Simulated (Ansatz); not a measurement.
WS2, 3 atoms in the cell. The structure is trigonal, space group R3m (No. 160). The conventional cell has a = 3.158 Å, b = 3.158 Å, c = 18.490 Å, α = 90.00°, β = 90.00°, γ = 120.00°. W (site symmetry 3m) has 6 S at 2.39 to 2.42 Å as nearest neighbours. S (site symmetry 3m) is surrounded by 3 W at 2.42 Å. S (site symmetry 3m) has 3 W at 2.39 Å as nearest neighbours. Measurements of this composition are mostly on another form, of space group No. 194.

| Quantity | Value |
| --- | --- |
| Program | Ansatz 0.2.0 |
| Task | band structure |
| Functional | PBEsol |
| Potentials or basis | Ansatz PAW |
| Cutoff | 420 eV (not typed: the program's choice for these potentials) |
| k mesh | 10 × 10 × 10 |
| Occupations | fermi-dirac, width 0.05 eV |
| Spin | no spin polarisation |
| Hubbard terms | W d U = 8 eV |
| Path | [["G", "L", "B1"], ["B", "Z", "G", "X"], ["Q", "F", "P1", "Z"], ["L", "P"]] |
| Points for each segment of the path | 14 |
| Hubbard projectors | ortho-atomic (the default) |
| Double counting | fll (the default) |

Potentials or basis: Ansatz PAW.

Launch:

```console
$ ansatz run input.yaml --threads 2 --pin off --max-ram 5632MiB --backend cpu --events-out ev --progress --plain --runs-dir out
```

Hardware: 2 threads of AMD EPYC 7R13 Processor (Zen 3), on a shared host.

**Question.** Estimate the wall time of this run.

**Answer.** It took 11 s on 2 threads of AMD EPYC 7R13 Processor (Zen 3), on a shared host, peak memory 0.52 GiB. Counts: scf iterations 12, plane waves 1011, k points 116, bands 20.
